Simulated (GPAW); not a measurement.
**Fitting the PBEsol+D3(BJ) energy curve of Sn**

```
Sn
1.0
     0.00000    3.23334    3.23334
     3.23334    0.00000    3.23334
     3.23334    3.23334    0.00000
Sn
2
Cartesian
  4.8500 4.8500 4.8500
  3.2333 3.2333 3.2333
```

This isn't the form of Sn at room conditions, which is tetragonal (white tin).

The cell was scaled at fixed shape and fractions and run with GPAW, PAW data sets generated for this functional, cutoff 600 eV; PBEsol+D3(BJ), k mesh 6 × 6 × 6 on the cell of 2 atoms, fermi-dirac occupations of 0.05 eV, no spin polarisation, no spin-orbit coupling. Energies are those that the program minimises, any entropy of the smearing included. For a metal such a mesh isn't converged to the digits shown.

```csv
V (Å³/atom),energy over the lowest row (meV/atom)
31.7748,18.109
32.4509,?
33.1269,1.551
33.8030,0.000
34.4791,2.281
35.1551,7.977
35.8312,16.660
```

Question: Fit the third-order Birch-Murnaghan form, give V0, B0 and B′, and predict the energy left open.

Answer: With y = (V0/V)^(2/3), E = E0 + (9 V0 B0/16) [(y - 1)³ B′ + (y - 1)² (6 - 4y)]. Least squares through the rows shown give V0 = 33.7246 Å³/atom, E0 = -0.022 meV, B0 = 45.81 GPa (1 eV/Å³ = 160.218 GPa) and B′ = 4.94, with a largest miss of 0.009 meV. At V = 32.4509 the form with these constants gives 7.400 meV; the run gave 7.398 meV an atom. Measured volume: 34.16 Å³/atom (arxiv:1703.07488), so the fit lies -1.3 % from it. The runs are for a static lattice.

The cell is the diamond structure of grey tin, and its energy curve is smooth and clearly anharmonic. The smallest volume costs 18.109 meV/atom and the largest 16.660 meV/atom, although the fitted minimum lies slightly nearer the compressed end. This is the behaviour expressed by a positive B′: overlap repulsion and electronic kinetic energy rise quickly as the atoms approach, while the bonding weakens more gradually on expansion. The modest bulk modulus of 45.81 GPa fits an open tetrahedral network held by long sp³ bonds, whose diffuse valence orbitals overlap less effectively than those of the lighter group members.

The close prediction of the omitted point supports interpolation within this volume range, but it tests the smoothness of the curve rather than the accuracy of the functional. The slightly small equilibrium volume may reflect the added dispersion attraction, the underlying functional or the missing vibrational expansion, which a single curve can't separate. Nor does the curve say anything about the energy of grey tin relative to white tin.
